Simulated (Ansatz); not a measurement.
# TiH: the cost of one run

Method: DFT PBE, scalar-relativistic, plane waves, PAW, in Ansatz 0.2.0.

## 1. The starting structure

It takes space group Immm (No. 71, orthorhombic). Conventional cell: a = 3.500 Å, b = 4.819 Å, c = 5.515 Å, α = 90.00°, β = 90.00°, γ = 90.00°. Ti (site symmetry mm2) has 1 H at 1.75 Å and 1 Ti at 2.01 Å as nearest neighbours. H (site symmetry mmm) is surrounded by 2 H at 1.75 Å. Around H (site symmetry mmm) lie 2 H at 1.75 Å and 2 Ti at 1.75 Å.

Coordinates:

```cif
data_structure
_symmetry_space_group_name_H-M 'Immm'
_symmetry_Int_Tables_number 71
_cell_length_a 3.4996
_cell_length_b 4.8194
_cell_length_c 5.5151
_cell_angle_alpha 90.000
_cell_angle_beta 90.000
_cell_angle_gamma 90.000
_cell_volume 93.02
loop_
_atom_site_label
_atom_site_type_symbol
_atom_site_symmetry_multiplicity
_atom_site_Wyckoff_symbol
_atom_site_fract_x
_atom_site_fract_y
_atom_site_fract_z
_atom_site_occupancy
Ti1 Ti 4 j 0.50000 0.00000 0.31750 1
H1 H 2 a 0.00000 0.00000 0.00000 1
H2 H 2 b 0.50000 0.00000 0.00000 1
```

Recipe of the guess: random cell by space group and Wyckoff sites (Immm, No. 71). The dimensions are guesses.

## 2. A first look at the guess

The input, input.yaml:

```yaml
crystal:
  lattice:
    - [-1.7498013, 2.40969297, 2.75756739]
    - [1.7498013, -2.40969297, 2.75756739]
    - [1.7498013, 2.40969297, -2.75756739]
  atoms:
    - { symbol: Ti, position: [0.31749556, 0.81749556, 0.5] }
    - { symbol: Ti, position: [0.68250444, 0.18250444, 0.5] }
    - { symbol: H, position: [0.0, 0.0, 0.0] }
    - { symbol: H, position: [0.0, 0.5, 0.5] }
basis:
  ecutwfc: 420
kpoints:
  mp_grid: { grid: [6, 6, 6] }
hamiltonian:
  xc: pbe
scf:
  occupations: { method: gaussian, width: 0.1 }
  lower_state_search: "off"
output:
  forces: true
  stress: true
  eigenvalues: true
```

On the command line:

```bash
ansatz run input.yaml --threads 1 --pin off --max-ram 2560MiB --backend cpu --events-out ev --progress --plain --runs-dir out
```

Q: Estimate wall time and peak memory on 1 thread of Intel Xeon Platinum 8488C (Sapphire Rapids), shared host.

About 1.6 s, with a peak of 0.36 GiB.
